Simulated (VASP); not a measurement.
# CuAu: phonons with PBE

The system is CuAu.

```
CELL_PARAMETERS angstrom
2.81075 0.00000 0.00000
0.00000 2.81075 0.00000
0.00000 0.00000 3.68500
ATOMIC_POSITIONS crystal
Au 0.00000 0.00000 0.00000
Cu 0.50000 0.50000 0.50000
```

* Program: VASP 6.6.1
* Task: phonons
* Functional: PBE
* Potentials or basis: VASP PAW PBE potentials, release 64 (Au, Cu)
* Cutoff: 600 eV
* k mesh: 10 × 10 × 8
* Occupations: fermi-dirac, width 0.05 eV
* Spin: no spin polarisation
* Ladder: free
* By perturbation theory: no
* Further INCAR settings: ALGO = Normal; EDIFF = 1e-08; IBRION = 6; POTIM = 0.015; NSW = 1

* Relaxed volume: 15.03 Å³/atom
* Relaxed cell: a = 2.911 Å, b = 2.911 Å, c = 3.548 Å, α = 90.00°, β = 90.00°, γ = 90.00°
* Space group after relaxing (to 0.05 Å): P4/mmm (No. 123)
* Highest phonon frequency at Γ, LO-TO splitting left out: 184 cm⁻¹

The path:
| step | energy change (eV) | largest force (eV/Å) | pressure (GPa) | volume (Å³) |
| --- | --- | --- | --- | --- |
| 1 | 0.0000 | 0.0000 | 4.86 | 29.11 |
| 2 | -0.0032 | 0.0000 | -3.96 | 31.01 |
| 3 | -0.0147 | 0.0000 | -0.13 | 30.09 |
| 4 | -0.0159 | 0.0000 | -0.12 | 30.09 |
| 5 | -0.0189 | 0.0000 | 0.00 | 30.07 |
| 6 | -0.0234 | 0.0000 | 0.25 | 30.01 |
| 7 | -0.0234 | 0.0000 | 0.28 | 30.00 |
| 8 | -0.0225 | 0.0000 | -1.09 | 30.29 |
| 9 | -0.0234 | 0.0000 | 0.02 | 30.05 |
| 10 | -0.0234 | 0.0000 | 0.02 | 30.05 |
| 11 | -0.0234 | 0.0000 | 0.00 | 30.06 |
| 12 | -0.0234 | 0.0000 | -0.01 | 30.06 |
| 13 | -0.0234 | 0.0000 | -0.02 | 30.06 |

Final structure:
```
CELL_PARAMETERS angstrom
2.91079 0.00000 0.00000
0.00000 2.91079 0.00000
0.00000 0.00000 3.54780
ATOMIC_POSITIONS crystal
Au 0.00000 0.00000 0.00000
Cu 0.50000 0.50000 0.50000
```

Phonon frequencies in cm⁻¹ (negative: imaginary):
| q point | frequencies |
| --- | --- |
| (0.000, 0.000, 0.000) | 0 0 0 144 144 184 |

Wall time 7 min on 2 MPI ranks on Intel(R) Xeon(R) Platinum 8259CL CPU @ 2.50GHz (Skylake/Cascade Lake), on a shared host, peak memory 0.37 GiB a rank.

The run has no spin-orbit coupling, so splittings on Au are missing.
